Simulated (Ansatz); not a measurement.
The calculation used DFT PBE, scalar-relativistic, plane waves, PAW (Ansatz 0.2.0). Settings: cutoff 420 eV, Γ-centred meshes spaced at most about 0.3 Å⁻¹, and about 0.25 Å⁻¹ or finer for metals (2π included), Gaussian smearing. No spin polarisation.

These are static total energies at zero pressure.

Two relaxed structures of In₆As:

A.

```yaml
crystal:
  lattice:
    - [0.00000, 4.62111, 4.62111]
    - [4.62111, 0.00000, 4.62111]
    - [4.62111, 4.62111, 0.00000]
  atoms:
    - { symbol: In, position: [0.50000, 0.50000, 0.00000] }
    - { symbol: In, position: [0.50000, 0.00000, 0.50000] }
    - { symbol: In, position: [0.00000, 0.00000, 0.50000] }
    - { symbol: In, position: [0.00000, 0.50000, 0.00000] }
    - { symbol: In, position: [0.00000, 0.50000, 0.50000] }
    - { symbol: In, position: [0.50000, 0.00000, 0.00000] }
    - { symbol: As, position: [0.00000, 0.00000, 0.00000] }
```

B.

```yaml
crystal:
  lattice:
    - [6.17666, 0.00000, 0.00000]
    - [-3.08833, 5.34914, 0.00000]
    - [0.00000, 0.00000, 5.81011]
  atoms:
    - { symbol: In, position: [0.33333, 0.66667, 0.00000] }
    - { symbol: In, position: [0.66667, 0.33333, 0.00000] }
    - { symbol: In, position: [0.50000, 0.00000, 0.50000] }
    - { symbol: In, position: [0.00000, 0.50000, 0.50000] }
    - { symbol: In, position: [0.50000, 0.50000, 0.50000] }
    - { symbol: In, position: [0.00000, 0.00000, 0.00000] }
    - { symbol: As, position: [0.00000, 0.00000, 0.50000] }
```

Problem. Which form is favoured at zero pressure, and by what margin per atom?

Solution. They are level within the accuracy (3 meV/atom apart, with B the lower in these runs). A has space group Fm-3m (No. 225), 28.2 Å³/atom and no gap on its mesh; B has space group P6/mmm (No. 191), 27.4 Å³/atom and no gap. Counting In atoms around As (those within 1.25 times the shortest such distance or 1.15 times the sum of covalent radii; the shortest distance is added where it is long for a bond), A has As 12 from 3.3 Å and B has As 8. Even the lower one lies +0.08 eV/atom against the reference forms of the elements (uncorrected), so neither is stable at this level. Both come from invented guesses. The lowest form computed isn't among them: it has space group R-3 (No. 148), 27.3 Å³/atom and lies 67 meV/atom below the best shown.

The k mesh leaves some 4 meV/atom of noise in the energy of each metallic cell. Cells relaxed within their symmetry can be saddle points. Some candidate types were left out of the draw beforehand, so a known form may be missing.

Neither structure gives arsenic the bonding it prefers. In InAs it forms four short, directional, polar covalent bonds, whereas here it sits in a cage of indium with only stretched contacts. This probably accounts for much of the energy cost relative to the elements. A is in effect a face-centred cubic packing with one site in eight empty, which helps explain its larger volume. The R-3 form is almost exactly as dense as B yet clearly lower in energy, so packing density alone can't be what stabilises it; a better local environment for arsenic is a likely reason.

The missing gap follows from electron count: each primitive cell holds one formula unit with an odd number of valence electrons, so without spin polarisation a band must stay partly filled. The near-tie supports no preference between A and B. The elements are also a lenient reference, since InAs forms exothermically and indium-rich mixtures are known to separate into InAs and indium, a tougher test that even the R-3 form would have to pass.
